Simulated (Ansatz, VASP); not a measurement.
**One calculation of Ir, two programs**

```
CELL_PARAMETERS angstrom
0.00000 1.91970 1.91970
1.91970 0.00000 1.91970
1.91970 1.91970 0.00000
ATOMIC_POSITIONS crystal
Ir 0.00000 0.00000 0.00000
```

Alike in both runs: task single point; functional r2SCAN; k mesh 22 × 22 × 22; occupations gaussian, width 0.15 eV; no spin polarisation.

|  | VASP | Ansatz |
| --- | --- | --- |
| version | VASP 6.6.1 | Ansatz 0.2.0 |
| potentials or method | VASP PAW PBE potentials, release 64 (Ir) | scalar-relativistic, plane waves, PAW |
| plane-wave cutoff (eV) | 520 | 500 |
| valence electrons in the cell | 9 | 17 |

|  | VASP | Ansatz | Ansatz less VASP |
| --- | --- | --- | --- |
| gap on the k mesh at the Fermi level (eV) | none | none | - |
| pressure (GPa) | 4.1 | 1.6 | -2.54 |

A gap of «none» marks a metal or a gap that the smearing closes. The two sets of potentials don't hold the same shells in valence.

Caveats: the PAW data sets were made with another functional, which shifts forces and pressure a little (VASP). Spin-orbit coupling is left out, which matters for the levels of Ir.
